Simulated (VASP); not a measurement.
# CuI2 (Fm-3m) in VASP: notebook, part 3 of 3

VASP 6.6.1.

## (6) Single point, r2SCAN+U, collinear spin, antiferromagnetic start

This run uses another cell than the first one: it holds 6 atoms, not 3.

The input, INCAR:

```
ALGO     = Normal         # electronic algorithm
EDIFF    = 1E-6           # SCF threshold, eV
ENCUT    = 520            # plane-wave cutoff, eV
ISIF     = 2              # what is computed and relaxed
ISMEAR   = 0              # smearing method
ISPIN    = 2              # spin polarisation
LASPH    = True           # aspherical terms in the spheres
LCHARG   = True           # write CHGCAR
LDAU     = True           # DFT+U
LDAUJ    = 0 0          
LDAUL    = 2 -1           # shell
LDAUPRINT= 1            
LDAUTYPE = 2            
LDAUU    = 3 0            # U, eV
LELF     = True           # ELF
LMAXMIX  = 4              # l up to which the mixer works
LMIXTAU  = True         
LORBIT   = 11             # projections on sites
LREAL    = False          # projectors in reciprocal space
LVHAR    = True         
LWAVE    = False          # write WAVECAR
MAGMOM   = 0.6 -0.6 0 0 0 0 # initial moments
METAGGA  = R2SCAN         # meta-GGA
NBANDS   = 38             # bands
NELM     = 100            # most SCF steps
PREC     = Accurate       # precision mode
SIGMA    = 0.05           # smearing width, eV
```

The input, KPOINTS:

```
k-points
0
Gamma
  5 5 5
```

The input, POSCAR:

```
CuI2
1.0
    0.0000000000      3.5112550600      3.5112550600
    3.5112550600      0.0000000000      3.5112550600
    7.0225101200      7.0225101200      0.0000000000
Cu I
2 4
Direct
    0.0000000000      0.0000000000      0.0000000000
    0.0000000000      0.0000000000      0.5000000000
    0.2500000000      0.2500000000      0.1250000000
    0.2500000000      0.2500000000      0.6250000000
    0.7500000000      0.7500000000      0.3750000000
    0.7500000000      0.7500000000      0.8750000000
```

Potentials or basis: VASP PAW PBE potentials, release 64 (Cu, I).

Command:

```console
cat potpaw_PBE.64/Cu/POTCAR potpaw_PBE.64/I/POTCAR > POTCAR
mpirun -np 1 vasp_std > vasp.out
```

OUTCAR:

```text
EDIFF = 1E-6
   ENCUT = 520
   ISIF = 2
   ISMEAR = 0
   ISPIN = 2
   LASPH = True
   LORBIT = 11
   LREAL = False
   METAGGA = R2SCAN
   NELM = 100
   PREC = Accurate

 ion  position               nearest neighbor table
   1  0.000  0.000  0.000-   6 3.04   6 3.04   3 3.04   4 3.04   5 3.04   6 3.04   3 3.04   3 3.04

   2  0.000  0.000  0.500-   5 3.04   5 3.04   3 3.04   4 3.04   5 3.04   6 3.04   4 3.04   4 3.04

   3  0.250  0.250  0.125-   1 3.04   1 3.04   1 3.04   2 3.04   6 3.51   5 3.51   6 3.51   5 3.51
                             6 3.51   5 3.51
   4  0.250  0.250  0.625-   2 3.04   2 3.04   1 3.04   2 3.04   5 3.51   5 3.51   6 3.51   5 3.51
                             6 3.51   6 3.51
   5  0.750  0.750  0.375-   1 3.04   2 3.04   2 3.04   2 3.04   3 3.51   4 3.51   3 3.51   3 3.51
                             4 3.51   4 3.51
   6  0.750  0.750  0.875-   1 3.04   2 3.04   1 3.04   1 3.04   3 3.51   4 3.51   4 3.51   3 3.51
                             4 3.51   3 3.51

  LATTYP: Found a trigonal (rhomboedric) cell.
 ALAT       =     8.6007832538
 COS(alpha) =     0.8333333333

  Lattice vectors:

 A1 = (   7.0225101200,   3.5112550600,  -3.5112550600)
 A2 = (   3.5112550600,   3.5112550600,  -7.0225101200)
 A3 = (   3.5112550600,   7.0225101200,  -3.5112550600)

Analysis of symmetry for initial positions (statically):
=====================================================================
 Subroutine PRICEL returns following result:

  LATTYP: Found a face centered cubic cell.
 ALAT       =     7.0225101200
[... 12 lines left out ...]
 Subroutine GETGRP returns: Found 12 space group operations
 (whereof 12 operations were pure point group operations)
 out of a pool of 12 trial point group operations.

The static configuration has the point symmetry D_3d.

Analysis of symmetry for dynamics (positions and initial velocities):
=====================================================================
 Subroutine PRICEL returns following result:

  LATTYP: Found a face centered cubic cell.
 ALAT       =     7.0225101200
[... 12 lines left out ...]
 Subroutine GETGRP returns: Found 12 space group operations
 (whereof 12 operations were pure point group operations)
 out of a pool of 12 trial point group operations.

The dynamic configuration has the point symmetry D_3d.

Analysis of structural, dynamic, and magnetic symmetry:
=====================================================================
 Subroutine PRICEL returns following result:

  LATTYP: Found a face centered cubic cell.
 ALAT       =     7.0225101200
[... 12 lines left out ...]
 Subroutine GETGRP returns: Found 12 space group operations
 (whereof 12 operations were pure point group operations)
 out of a pool of 12 trial point group operations.

The overall configuration has the point symmetry D_3d.

 Subroutine INISYM returns: Found 12 space group operations
 (whereof 12 operations are pure point group operations),
 and found     2 'primitive' translations

[... 191 lines left out ...]
  o =  0.9474  v =  0.0000  0.0000  0.0000  0.0000  0.0000  0.7904  0.5549 -0.1059  0.2355  0.0247      0.0000  0.0000  0.0000  0.0000  0.0000  0.0000  0.0000  0.0000  0.0000  0.0000
  o =  0.9474  v = -0.3971  0.4146  0.0531 -0.8116  0.0947  0.0000  0.0000  0.0000  0.0000  0.0000      0.0000  0.0000  0.0000  0.0000  0.0000  0.0000  0.0000  0.0000  0.0000  0.0000
  o =  0.9474  v =  0.7079  0.6978 -0.0947  0.0101  0.0531  0.0000  0.0000  0.0000  0.0000  0.0000      0.0000  0.0000  0.0000  0.0000  0.0000  0.0000  0.0000  0.0000  0.0000  0.0000
  o =  0.9480  v =  0.0000  0.0000  0.0000  0.0000  0.0000  0.0888  0.0444  0.9941  0.0444 -0.0000      0.0000  0.0000  0.0000  0.0000  0.0000  0.0000  0.0000  0.0000  0.0000  0.0000
  o =  0.9480  v =  0.0000  0.0000  0.0000  0.0000  0.0000  0.0000 -0.0769  0.0000  0.0769  0.9941      0.0000  0.0000  0.0000  0.0000  0.0000  0.0000  0.0000  0.0000  0.0000  0.0000
  o =  0.9480  v =  0.0887  0.0443  0.9941  0.0443 -0.0000  0.0000  0.0000  0.0000  0.0000  0.0000      0.0000  0.0000  0.0000  0.0000  0.0000  0.0000  0.0000  0.0000  0.0000  0.0000
  o =  0.9480  v =  0.0000 -0.0768  0.0000  0.0768  0.9941  0.0000  0.0000  0.0000  0.0000  0.0000      0.0000  0.0000  0.0000  0.0000  0.0000  0.0000  0.0000  0.0000  0.0000  0.0000
  o =  0.9487  v =  0.0000  0.0000  0.0000  0.0000  0.0000 -0.5774  0.5774 -0.0000  0.5774 -0.0000      0.0000  0.0000  0.0000  0.0000  0.0000  0.0000  0.0000  0.0000  0.0000  0.0000
  o =  0.9487  v = -0.5774  0.5774  0.0000  0.5774 -0.0000  0.0000  0.0000  0.0000  0.0000  0.0000      0.0000  0.0000  0.0000  0.0000  0.0000  0.0000  0.0000  0.0000  0.0000  0.0000

 number of electron      49.9999986 magnetization       0.0000000

 Free energy of the ion-electron system (eV)
  ---------------------------------------------------
  ext. energy  EPLUGINS =         0.00000000
  ---------------------------------------------------
  free energy    TOTEN  =      -116.01650362 eV

  energy without entropy =     -116.01283251  energy(sigma->0) =     -116.01466806

 E-fermi :   4.7322     XC(G=0):  -9.6926

 val. band max:        4.6900591764   @ k =   0.4000   0.2000   0.0000
 cond. band min:       4.7513257191   @ k =   0.4000   0.0000   0.0000
 fundamental gap:      0.0612665427
 Fermi energy:         4.7322214679

 spin component 1

 k-point     1 :       0.0000    0.0000    0.0000
  band No.  band energies     occupation
      1      -9.5859      1.00000
      2      -8.4233      1.00000
      3      -8.3826      1.00000
      4      -7.0116      1.00000
      5       0.5809      1.00000
      6       0.5812      1.00000
[... 749 lines left out ...]
     36      12.6708      0.00000
     37      12.9392      0.00000
 Fermi energy:         4.7322214679

 spin component 2

 k-point     1 :       0.0000    0.0000    0.0000
  band No.  band energies     occupation
      1      -9.5859      1.00000
      2      -8.4233      1.00000
      3      -8.3826      1.00000
      4      -7.0116      1.00000
      5       0.5809      1.00000
      6       0.5812      1.00000
[... 749 lines left out ...]
     36      12.6708      0.00000
     37      12.9392      0.00000
 [bands above 37 left out]

------------------------ aborting loop because EDIFF is reached ----------------------------------------

  FORCE on cell =-STRESS in cart. coord.  units (eV):
  Direction    XX          YY          ZZ          XY          YZ          ZX
  --------------------------------------------------------------------------------------
  -------------------------------------------------------------------------------------
  Total        2.5546154      2.5546154      2.5546154      0.0538980     -0.0538980     -0.0538980
  in kB       23.6368167     23.6368167     23.6368167      0.4986959     -0.4986959     -0.4986959
  external PRESSURE =      23.6368167 kB  Pullay stress =       0.0000000 kB

 VOLUME and BASIS-vectors are now :
 -----------------------------------------------------------------------------
  energy-cutoff  :      520.00
  volume of cell :      173.16
      direct lattice vectors                 reciprocal lattice vectors
     0.000000000  3.511255060  3.511255060    -0.142399225  0.142399225  0.142399225
     3.511255060  0.000000000  3.511255060     0.142399225 -0.142399225  0.142399225
     7.022510120  7.022510120  0.000000000     0.071199613  0.071199613 -0.071199613

 POSITION                                       TOTAL-FORCE (eV/Angst)
 -----------------------------------------------------------------------------------
      0.00000      0.00000      0.00000         0.000000      0.000000      0.000000
      3.51126      3.51126      0.00000         0.000000      0.000000      0.000000
      1.75563      1.75563      1.75563        -0.004554     -0.004554      0.004554
      5.26688      5.26688      1.75563        -0.004554     -0.004554      0.004554
      5.26688      5.26688      5.26688         0.004554      0.004554     -0.004554
      8.77814      8.77814      5.26688         0.004554      0.004554     -0.004554
 -----------------------------------------------------------------------------------
    total drift:                                0.000000      0.000000      0.000000

  FREE ENERGIE OF THE ION-ELECTRON SYSTEM (eV)
  ---------------------------------------------------
  free  energy   TOTEN  =      -116.0165036174 eV

  energy  without entropy=     -116.0128325060  energy(sigma->0) =     -116.01466806

 total charge

# of ion       s       p       d       tot
------------------------------------------
    1        0.204   0.143   9.459   9.806
    2        0.204   0.143   9.459   9.806
    3        1.543   2.731   0.028   4.303
    4        1.543   2.731   0.028   4.303
    5        1.543   2.731   0.028   4.303
    6        1.543   2.731   0.028   4.303
--------------------------------------------------
tot          6.579  11.212  19.031  36.823

 magnetization (x)

# of ion       s       p       d       tot
------------------------------------------
    1       -0.000  -0.000  -0.000  -0.000
    2        0.000   0.000   0.000   0.000
    3        0.000  -0.000  -0.000   0.000
    4       -0.000   0.000   0.000  -0.000
    5       -0.000   0.000   0.000  -0.000
    6        0.000  -0.000  -0.000   0.000
--------------------------------------------------
tot          0.000   0.000   0.000   0.000
```

Wall time 26 min (1 thread of Intel Xeon Platinum 8375C at 2.90GHz (Ice Lake), shared host); peak memory 0.58 GiB.

Results:

```
Free energy                                           : -116.0165 eV
Pressure                                              : 2.4 GPa
Band gap on the k mesh                                : none (metal or under the smearing width)
Net moment                                            : 0.00 μB per cell
Valence electrons inside the program's atomic spheres : Cu 9.81; I 4.30
```

Eigenvalues of the final occupation matrices:
| site | spin | trace | eigenvalues |
| --- | --- | --- | --- |
| site 1 d | 1 | 4.74 | 0.95 0.95 0.95 0.95 0.95 |
| site 1 d | 2 | 4.74 | 0.95 0.95 0.95 0.95 0.95 |
| site 2 d | 1 | 4.74 | 0.95 0.95 0.95 0.95 0.95 |
| site 2 d | 2 | 4.74 | 0.95 0.95 0.95 0.95 0.95 |

Caveat: the PAW data sets were made with another functional, which shifts forces and pressure a little. The state reached can hang on the start; a lower one may exist.

## (7) Summary

```csv
spin,U,fixed moment (μB),supercell matrix,gap on the mesh (eV),pressure (GPa),moment (μB)
"collinear, random start",Cu d U = 7 eV,-,-,none,2.7,0.04
"collinear, ferromagnetic start",Cu d U = 7 eV,2,-,-,2.2,2.00
"non-collinear, random start, SOC",Cu d U = 7 eV,-,-,-,2.9,0.03
"collinear, ferromagnetic start",Cu d U = 3 eV,-,-,none,2.4,0.00
"collinear, antiferromagnetic start",Cu d U = 3 eV,-,"[1, 0, 0, 0, 1, 0, 0, 0, 2]",none,2.4,0.00
```

Alike in all rows: task single point; level r2SCAN+U; potentials or basis VASP PAW PBE potentials, release 64 (Cu, I); cell as given; k mesh 5 × 5 × 5; cutoff (eV) 520; smearing gaussian 0.05 eV.

Every run on the cell as given and a fine mesh finds a metal.

Caveats: the PAW data sets were made with another functional, which shifts forces and pressure a little; the moment is held away from its start (some runs); the total moment is fixed, so each spin has its own Fermi level (some runs).

Absolute energies hang on the potentials; compare differences alone.
